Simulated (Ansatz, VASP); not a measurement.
## Pt (Pt wire along [100], 12 atoms a period): VASP beside Ansatz

Aim: how closely do two programs agree when they are given the same cell, functional and k mesh? The structure shown is the start of the Ansatz relaxation below; VASP solves that cell, so the two are compared at the walk's first step.

Calculated with Ansatz 0.2.0; plane waves, with VASP 6.6.1 beside it; single point at PBE.

**1. The structure**

The cell holds 12 atoms: 12 Pt. Its edges and angles: a = 12.755 Å, b = 12.755 Å, c = 3.970 Å, α = 90.0°, β = 90.0°, γ = 90.0°. Vacuum lies along a and b. The structure's axis is c.

**2. Ansatz: relaxation, PBE**

Ansatz runs on its PAW soft_1 files.

The two programs are compared at the cell with which this relaxation starts, whose forces are those of its first step.

Contents of input.yaml:

```yaml
crystal:
  lattice:
    - [12.755, 0.0, 0.0]
    - [0.0, 12.755, 0.0]
    - [0.0, 0.0, 3.97]
  atoms:
    - { symbol: Pt, position: [0.266562132, 0.577812623, 0.0] }
    - { symbol: Pt, position: [0.422187377, 0.422187377, 0.0] }
    - { symbol: Pt, position: [0.422187377, 0.733437868, 0.0] }
    - { symbol: Pt, position: [0.577812623, 0.266562132, 0.0] }
    - { symbol: Pt, position: [0.577812623, 0.577812623, 0.0] }
    - { symbol: Pt, position: [0.733437868, 0.422187377, 0.0] }
    - { symbol: Pt, position: [0.266562132, 0.422187377, 0.5] }
    - { symbol: Pt, position: [0.422187377, 0.266562132, 0.5] }
    - { symbol: Pt, position: [0.422187377, 0.577812623, 0.5] }
    - { symbol: Pt, position: [0.577812623, 0.422187377, 0.5] }
    - { symbol: Pt, position: [0.577812623, 0.733437868, 0.5] }
    - { symbol: Pt, position: [0.733437868, 0.577812623, 0.5] }
kpoints:
  mp_grid: { grid: [1, 1, 21] }
scf:
  occupations: { method: fermi_dirac, width: 0.05 }
hamiltonian:
  xc: pbe
  pseudopotentials: { kind: paw, azcp: { folder: soft_1 } }
relax:
  cell: { fix: [a, b, alpha, beta, gamma] }
  max_steps: 45
  f_tol: 0.03
```

Started as:

```
ansatz run input.yaml --threads 4 --pin off --max-ram 16384MiB --backend cpu --events-out ev --progress --plain --runs-dir out
```

Numbers of over 12 decimals in the logs are rounded to 6 here.

Output:

```text
Engine: ansatz 0.2.0, x86_64-unknown-linux-gnu
Pseudopotentials: kind: paw
Pseudopotential: Pt, paw, valence charge 18, recommended cutoff 420 eV (normal), soft_1/Pt.paw.azcp
Functional definition: PBE
  parameter kappa = 0.804
  parameter beta = 0.066725
  exchange = pbe_x(kappa = kappa, mu = beta*pi^2/3)
  correlation = pbe_c(beta = beta)
Crystal: 12 atoms, lattice volume = 645.879 Å³
Basis set: ecut = 420 eV, 12629 PW (Γ), exchange–correlation on 180×180×54 points (8 copies of the dense FFT grid, shifted against one another)
Bands: 130, of which v1, the nominal top of the filled ones, is band 108 counted from 1 (107 counted from 0)
Symmetry: 16 space group operations
Space group: P42/mcm (ITA 132), of the structure as read, at distance tolerance 8.6e-5 Å
k-points: 11 of 21
Non-local potential: Pt, projectors of the file, l = 0: 3, l = 1: 2, l = 2: 2, l = 3: 1
PAW form: soft (Blöchl's): semilocal exchange-correlation on the pseudo side does not see the compensation charge
PAW one-centre angular grid: Pt, 590 points (default); XC on 64 Gauss nodes
Initial density: superposition of atomic densities (neutral atoms: chi_scale 0, normalization atom)
Initial wavefunctions: pseudopotential atomic-orbital guess
Functional: x = pbe(κ = 0.804, μ = 0.219515), c = pbe(β = 0.066725)
SCF iter   1: F=—  HF=-150285.991008 eV  |F-HF|=—  |Δ(HF+E_count)|=         —  Δρ=4.44e-2  dr2=1.56e1  ethr=3.10e-3  ⟨swp⟩=6.5  Hψ=5184  notcnv=0  defer=40
preconditioner: auto → LDOS  [metal: Δε(μ)=0.049 eV  Ē_g=5.560 eV  σ=0.050 eV  W_gap=0.24  n_scr=142 (ndim 8)  ℏωp=16.0 eV  f_vac=0.578  D(μ)=20.73/eV (n_scr^D=158)  β→1.0]
SCF iter   2: F=—  HF=-150286.087818 eV  |F-HF|=—  |Δ(HF+E_count)|=   9.68e-2  Δρ=3.42e-2  dr2=1.48e1  ethr=3.10e-3  ⟨swp⟩=3.0  Hψ=3779  notcnv=0  defer=85
SCF iter   3: F=—  HF=-150282.504356 eV  |F-HF|=—  |Δ(HF+E_count)|=    3.58e0  Δρ=1.07e-2  dr2=1.60e0  ethr=3.10e-3  ⟨swp⟩=2.4  Hψ=2841  notcnv=0  defer=104
SCF iter   4: F=—  HF=-150282.404630 eV  |F-HF|=—  |Δ(HF+E_count)|=   9.97e-2  Δρ=3.57e-3  dr2=4.21e-1  ethr=7.40e-4  ⟨swp⟩=2.3  Hψ=2434  notcnv=0  defer=95
SCF iter   5: F=—  HF=-150282.377306 eV  |F-HF|=—  |Δ(HF+E_count)|=   2.73e-2  Δρ=1.89e-3  dr2=3.88e-2  ethr=1.95e-4  ⟨swp⟩=2.1  Hψ=1754  notcnv=0  defer=95
SCF iter   6: F=—  HF=-150282.374438 eV  |F-HF|=—  |Δ(HF+E_count)|=   2.87e-3  Δρ=4.76e-4  dr2=2.99e-3  ethr=1.80e-5  ⟨swp⟩=2.0  Hψ=1973  notcnv=0  defer=95
SCF iter   7: F=—  HF=-150282.374321 eV  |F-HF|=—  |Δ(HF+E_count)|=   1.17e-4  Δρ=1.79e-4  dr2=2.11e-4  ethr=1.38e-6  ⟨swp⟩=2.0  Hψ=1990  notcnv=0  defer=95
SCF iter   8: F=—  HF=-150282.374411 eV  |F-HF|=—  |Δ(HF+E_count)|=   8.97e-5  Δρ=5.73e-5  dr2=3.05e-5  ethr=9.77e-8  ⟨swp⟩=2.0  Hψ=1999  notcnv=0  defer=95
SCF iter   9: F=—  HF=-150282.374743 eV  |F-HF|=—  |Δ(HF+E_count)|=   3.32e-4  Δρ=1.53e-5  dr2=1.64e-6  ethr=1.41e-8  ⟨swp⟩=2.0  Hψ=2102  notcnv=0  defer=95
SCF iter  10: F=—  HF=-150282.374743 eV  |F-HF|=—  |Δ(HF+E_count)|=   2.86e-7  Δρ=5.58e-6  dr2=2.43e-7  ethr=7.61e-10  ⟨swp⟩=3.0  Hψ=2825  notcnv=0  defer=95
SCF iter  11: F=-150282.374743 eV  HF=-150282.374743 eV  |F-HF|=1.23e-8  |Δ(HF+E_count)|=   1.17e-7  Δρ=2.44e-6  dr2=4.05e-8  ethr=4.63e-11  ⟨swp⟩=5.0  Hψ=5074  notcnv=0
SCF 1 converged in 11 iterations: F = -150282.374743 eV  dr2 = 4.05e-8
  greatest PAW one-centre occupation: 1.000 electrons in one spin orbital (limit 2), on the Pt atom at site 9 (counted from 0), in its partial waves of l = 0
relax step   1: F+E_penalty+E_count = -150282.37474321 eV  Δ(F+E_penalty+E_count) = +0.000e0 eV  max|allowed force component| = 1.264e0 eV/Å  Δτ_max = 0.0000 Å  P = -4.326 GPa  Ω = 645.879 Å³  fix = [a, b, alpha, beta, gamma]  reactions: a -4.237, b -4.237 GPa  (11 SCF iters, dr2 threshold 1.00e-7 eV, accepted)
[...]
relax step   5: F+E_penalty+E_count = -150283.91697111 eV  Δ(F+E_penalty+E_count) = -4.725e-3 eV  max|allowed force component| = 2.815e-2 eV/Å  Δτ_max = 0.0188 Å  P = +0.027 GPa  Ω = 665.789 Å³  energy of the carried Pulay correction = -2.408e-3 eV  fix = [a, b, alpha, beta, gamma]  reactions: a +0.062, b +0.062 GPa  (7 SCF iters, dr2 threshold 3.99e-7 eV, accepted)
[...]
relax step   6: F+E_penalty+E_count = -150283.91807997 eV  Δ(F+E_penalty+E_count) = -1.109e-3 eV  max|allowed force component| = 2.242e-3 eV/Å  Δτ_max = 0.0054 Å  P = -0.012 GPa  Ω = 664.131 Å³  energy of the carried Pulay correction = -2.210e-3 eV  fix = [a, b, alpha, beta, gamma]  reactions: a -0.018, b -0.018 GPa  (9 SCF iters, accepted)
[...]
relax step   7: F+E_penalty+E_count = -150283.92073879 eV  Δ(F+E_penalty+E_count) = -2.659e-3 eV  max|allowed force component| = 2.692e-3 eV/Å  Δτ_max = 0.0000 Å  P = -0.011 GPa  Ω = 664.131 Å³  fix = [a, b, alpha, beta, gamma]  reactions: a -0.016, b -0.016 GPa  stress off target by 3.39e-4 GPa on what of the cell is left free  SCF on the basis re-selected at this cell (its energy is not comparable with the rows above)  (8 SCF iters)
basis re-selected at this cell: Δ(F+E_penalty+E_count) = -2.659e-3 eV, ΔP = +0.001 GPa vs the last step (what re-selecting the basis moved, of the pressure what is left beyond the Pulay correction that the steps carried, after the strain that the cell walked since its last selection, with what the two solves' SCF thresholds leave and, on support functions, any second-order correction that the steps lacked; it is no measure of the basis error at this ecutwfc). The dense FFT grid was sized anew with the basis: this SCF ran on 90×90×30 points, the steps before it on 90×90×27, so part of this shift can come from that change (see relax.cell in the input reference). [rest of the remark cut]
SCF converged after 8 iterations
Free energy (F): -150283.920739 eV
Harris-Foulkes:  -150283.920739 eV  (|F-HF|=0.00e0)
Internal energy: -150283.796338 eV  (E = F + TS)
E sigma→0 (E₀):  -150283.858538 eV
Entropy (-TS):   -0.124401 eV (-10.367 meV/atom)
Fermi energy:    2.658038 eV
--- Per-component energies (eV) ---
  E_band       = -5870.506325
  E_kinetic    = 7162.290226
  E_local      = -123257.543284  (includes V_loc(G=0)·N_el)
  E_nonlocal   = 2453.598531
  E_hartree    = 57412.295221
  E_xc         = -2772.660823
  E_vxc        = -3234.355136  (∫ρ·V_xc dr)
  E_paw        = -113811.043474  (= ΣΔE_a)
  E_vpaw       = -3819.099804  (= ΣTr[D̂ρ^β])
  E_aug_tail   = 0.013250  (compensation charges beyond the density's cutoff)
  E_ewald      = 22529.254015
  E_smearing   = -0.124401  (= −TS)
  E_closure    = -0.000000  (closes the sum)
  Σ components = -150283.920739   (vs F -150283.920739, Δ=0.00e0)
--- Forces (eV/Å), atoms counted from 1 ---
  atom   1  Pt     0.00173018    -0.00269238     0.00000000
  atom   2  Pt     0.00031516     0.00031516     0.00000000
  atom   3  Pt     0.00269238    -0.00173018     0.00000000
  atom   4  Pt    -0.00269238     0.00173018    -0.00000000
  atom   5  Pt    -0.00031516    -0.00031516    -0.00000000
  atom   6  Pt    -0.00173018     0.00269238    -0.00000000
  atom   7  Pt     0.00173018     0.00269238     0.00000000
  atom   8  Pt     0.00269238     0.00173018     0.00000000
  atom   9  Pt     0.00031516    -0.00031516     0.00000000
  atom  10  Pt    -0.00031516     0.00031516    -0.00000000
  atom  11  Pt    -0.00269238    -0.00173018    -0.00000000
  atom  12  Pt    -0.00173018    -0.00269238    -0.00000000
  max |Σ_I F_I| component: 3.04e-18 eV/Å
--- Stress (GPa, compression-positive) ---
       -0.016148      -0.000000      -0.000000
       -0.000000      -0.016148       0.000000
       -0.000000       0.000000       0.000339
  P = ⅓ Tr σ = -0.0107 GPa (-0.107 kbar)
--- Relaxed structure (6 steps of the walk, 6 accepted, 1 SCFs on fresh bases) ---
  F+E_penalty+E_count = -150283.92073879 eV   max|allowed force component| = 2.692e-3 eV/Å   (the final SCF, on the basis selected at the relaxed cell)
  cell:  # Å, volume = 664.1314 Å³
    - [12.755, 0, 0]
    - [0, 12.755, 0]
    - [0, 0, 4.082189]
  atoms:
    - { symbol: Pt, position: [0.278796, 0.565862, 0] }
    - { symbol: Pt, position: [0.419193, 0.419193, 0] }
    - { symbol: Pt, position: [0.434138, 0.721204, 0] }
    - { symbol: Pt, position: [0.565862, 0.278796, 0] }
    - { symbol: Pt, position: [0.580807, 0.580807, 0] }
    - { symbol: Pt, position: [0.721204, 0.434138, 0] }
    - { symbol: Pt, position: [0.278796, 0.434138, 0.5] }
    - { symbol: Pt, position: [0.434138, 0.278796, 0.5] }
    - { symbol: Pt, position: [0.419193, 0.580807, 0.5] }
    - { symbol: Pt, position: [0.580807, 0.419193, 0.5] }
    - { symbol: Pt, position: [0.565862, 0.721204, 0.5] }
    - { symbol: Pt, position: [0.721204, 0.565862, 0.5] }
```

**3. VASP: single point, PBE, start cell**

The same cell, functional, mesh and smearing now go to VASP, with its own data sets.

Lines of VASP's logs that name or quote its potential files are left out, and so is its time.

Contents of INCAR:

```
SYSTEM = Pt
PREC = Accurate
ENCUT = 400
EDIFF = 1E-06
NELM = 120
ISMEAR = -1
SIGMA = 0.05
LREAL = .FALSE.
ALGO = Normal
GGA = PE
NBANDS = 74
LASPH = .TRUE.
LORBIT = 11
LWAVE = .FALSE.
LCHARG = .FALSE.
ISIF = 2
GGA_COMPAT = .FALSE.
KPAR = 2
```

Contents of POSCAR:

```
Pt
1.0
   12.7550000000      0.0000000000      0.0000000000
    0.0000000000     12.7550000000      0.0000000000
    0.0000000000      0.0000000000      3.9700000000
Pt
12
Direct
    0.2665621325      0.5778126225      0.0000000000
    0.4221873775      0.4221873775      0.0000000000
    0.4221873775      0.7334378675      0.0000000000
    0.5778126225      0.2665621325      0.0000000000
    0.5778126225      0.5778126225      0.0000000000
    0.7334378675      0.4221873775      0.0000000000
    0.2665621325      0.4221873775      0.5000000000
    0.4221873775      0.2665621325      0.5000000000
    0.4221873775      0.5778126225      0.5000000000
    0.5778126225      0.4221873775      0.5000000000
    0.5778126225      0.7334378675      0.5000000000
    0.7334378675      0.5778126225      0.5000000000
```

Contents of KPOINTS:

```
Automatic mesh
0
Gamma
1 1 21
0 0 0
```

PAW data sets: Pt (PBE family, release 64).

Started as:

```
mpirun -np 2 vasp_std
```

Output:

```text
[banner, memory and clock lines left out]
running    2 mpi-ranks, on    1 nodes
 distrk:  each k-point on    1 cores,    2 groups
 distr:  one band on    1 cores,    1 groups

 POSCAR found type information on POSCAR Pt
 POSCAR found :  1 types and      12 ions
 LDA part: xc-table for (Slater+PW92), standard interpolation
 POSCAR, INCAR and KPOINTS ok, starting setup
 FFT: planning ... GRIDC
 FFT: planning ... GRID_SOFT
 FFT: planning ... GRID
 WAVECAR not read
 entering main loop
       N       E                     dE             d eps       ncg     rms          rms(c)
DAV:   1     0.695486857447E+03    0.69549E+03   -0.42734E+04  1628   0.108E+03
DAV:   2     0.740321477364E+00   -0.69475E+03   -0.64285E+03  2024   0.228E+02
DAV:   3    -0.603429711058E+02   -0.61083E+02   -0.55525E+02  2024   0.634E+01
DAV:   4    -0.629407187803E+02   -0.25977E+01   -0.24750E+01  2168   0.123E+01
DAV:   5    -0.630067721669E+02   -0.66053E-01   -0.65798E-01  2214   0.194E+00    0.269E+01
DAV:   6    -0.617242588407E+02    0.12825E+01   -0.18634E+01  1856   0.214E+01    0.249E+01
DAV:   7    -0.602615284814E+02    0.14627E+01   -0.13773E+01  1852   0.214E+01    0.126E+01
DAV:   8    -0.593014690074E+02    0.96006E+00   -0.46183E+00  1732   0.125E+01    0.545E+00
DAV:   9    -0.591159966256E+02    0.18547E+00   -0.61927E-01  1818   0.465E+00    0.114E+00
DAV:  10    -0.591089262734E+02    0.70704E-02   -0.37748E-02  1864   0.739E-01    0.429E-01
DAV:  11    -0.591072695477E+02    0.16567E-02   -0.48804E-03  2022   0.352E-01    0.122E-01
DAV:  12    -0.591066079580E+02    0.66159E-03   -0.81107E-04  1958   0.132E-01    0.400E-02
DAV:  13    -0.591066900345E+02   -0.82076E-04   -0.17141E-04  1994   0.611E-02    0.456E-02
DAV:  14    -0.591071438425E+02   -0.45381E-03   -0.13789E-04  1790   0.429E-02    0.146E-02
DAV:  15    -0.591075015432E+02   -0.35770E-03   -0.54104E-05  1798   0.239E-02    0.188E-02
DAV:  16    -0.591078801503E+02   -0.37861E-03   -0.23245E-05  1790   0.217E-02    0.776E-03
DAV:  17    -0.591079644039E+02   -0.84254E-04   -0.31013E-06  1502   0.662E-03    0.379E-03
DAV:  18    -0.591080129199E+02   -0.48516E-04   -0.28720E-06  1260   0.343E-03    0.222E-03
DAV:  19    -0.591080237214E+02   -0.10802E-04   -0.60493E-07  1074   0.169E-03    0.748E-04
DAV:  20    -0.591080248667E+02   -0.11452E-05   -0.16325E-07  1012   0.798E-04    0.270E-04
DAV:  21    -0.591080250278E+02   -0.16116E-06   -0.54346E-08   940   0.511E-04
   1 F= -.59108025E+02 E0= -.59001740E+02  d E =-.212570E+00
```

(Part 1 of 2 ends here.)

[Lines on the potential files, build, host, timing and source positions are cut from VASP's logs without a mark.]

[Logs are printed without paths, hosts, clocks, repeated set-up lines and the standing remarks that a program may print on its own settings, such as how far it seeks lower states.]

[Hosts, paths, dates, database ids (printed as entryN), source tags and the programs' standing remarks are cut or masked in the printed files.]
